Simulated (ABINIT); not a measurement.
ZrC:

```
Zr C
1.0
     0.00000    2.36500    2.36500
     2.36500    0.00000    2.36500
     2.36500    2.36500    0.00000
Zr C
1 1
Direct
  0.50000 0.50000 0.50000
  0.00000 0.00000 0.00000
```

Base run:

```yaml
Program: ABINIT 10.8.3 (patched build)
Functional: PBEsol
Potentials_or_basis: JTH PAW PBE v2.0
Cutoff: 435 eV
k_mesh: 8 × 8 × 8
Occupations: fermi-dirac, width 0.05 eV
Spin: no spin polarisation
```

Its results: band gap on the k mesh none (metal or under the smearing width); pressure -8.9 GPa.

Task: After a change of settings the same cell gave: band gap on the k mesh none (metal or under the smearing width); pressure -2.8 GPa. Which change was it?
A. potentials or basis from JTH PAW PBE v2.0 to PseudoDojo NC SR PBEsol v0.4.1 standard; cutoff from 435 eV to 1007 eV
B. functional from PBEsol to LDA; potentials or basis from JTH PAW PBE v2.0 to JTH PAW LDA v2.0
C. functional from PBEsol to PBE; potentials or basis from JTH PAW PBE v2.0 to PseudoDojo NC SR PBE v0.5 stringent; cutoff from 435 eV to 1116 eV

Result: C.

Caveats: the PAW data sets were made with another functional, which shifts forces and pressure a little (some runs).

Not every run made on this cell is shown here.
